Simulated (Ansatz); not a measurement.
## KBr (Fm-3m): gap, valleys and masses

```xyz
2
Lattice="0.0000 3.2745 3.2745 3.2745 0.0000 3.2745 3.2745 3.2745 0.0000" Properties=species:S:1:pos:R:3 pbc="T T T"
K     0.0000    0.0000    0.0000
Br    3.2745    3.2745    3.2745
```

Level of theory, where no other is named: PBEsol, all-electron LAPW in Ansatz 0.2.0, scalar-relativistic. k mesh 6×6×6, fixed occupations, basis error target 1 meV/atom. The cell was relaxed by PAW under this functional.

Extrema are searched on a 10×10×10 mesh and refined by Newton steps; masses come from band slopes 0.005 Å⁻¹ away, 1/m* = (1/ħ²) d²E/dk², negative for holes (the finite step makes the lightest masses up to about 3 % heavy). k is in units of the reciprocal vectors.

Question: Where are the band edges, and is the gap direct?

Answer: The valence maximum lies at Gamma (0.000, 0.000, 0.000) and the conduction minimum at Gamma (0.000, 0.000, 0.000), so the Kohn-Sham gap of 4.339 eV is direct.

Question: What are the electron masses at the edge?

Answer: The principal masses are 0.368, 0.368, 0.368 mₑ. One valley has a density-of-states mass (m₁m₂m₃)^(1/3) = 0.368; the direction-averaged conductivity mass 3/Σ(1/mᵢ) is 0.368 mₑ.

Question: Several bands lie at or near the hole edge, or its surface isn't an ellipsoid. What are the masses by direction?

Answer: 

```
direction  branch from the edge  its level at the point (eV from the edge)   m*/mₑ
      100                     1                                      0.000    -3.6
      100                     2                                      0.000    -3.6
      100                     3                                      0.000  -0.542
      110                     1                                      0.000    -3.6
      110                     2                                      0.000    -2.4
      110                     3                                      0.000  -0.586
      111                     1                                      0.000    -2.7
      111                     2                                      0.000    -2.7
      111                     3                                      0.000  -0.602
     11-2                     1                                      0.000   -3.09
     11-2                     2                                      0.000   -2.73
     11-2                     3                                      0.000  -0.585
```

Question: Along the Cartesian direction 111 the conduction slope is 0.1035 eV·Å one step out. What is it four steps out, and what does that say?

Answer: 0.4133 eV·Å, 3.993 times the first; a parabola would give 4, so the band is nearly parabolic here.

Question: What electronic dielectric constant and refractive index follow from the same bands (independent particles)?

Answer: ε∞ = (2.90, 2.90, 2.90), so n ≈ √ε∞ = 1.70 (mean over directions) well under the gap and the normal reflectivity is ((n − 1)/(n + 1))² = 0.068. Local fields, left out here, lower ε∞ by several per cent.

Question: What gap does PAW give in the same cell?

Answer: 4.339 eV, 0 meV from the LAPW value.

Caveats: no spin-orbit coupling on heavy atoms; semilocal gaps are low, and what follows the gap (onsets, screening, light masses) shifts with it; without spin-orbit coupling, bands that meet at the valence top are not the light and heavy holes of experiment; the frozen-core PAW files of the compared runs were fitted under PBE, their cores solved anew for this functional.
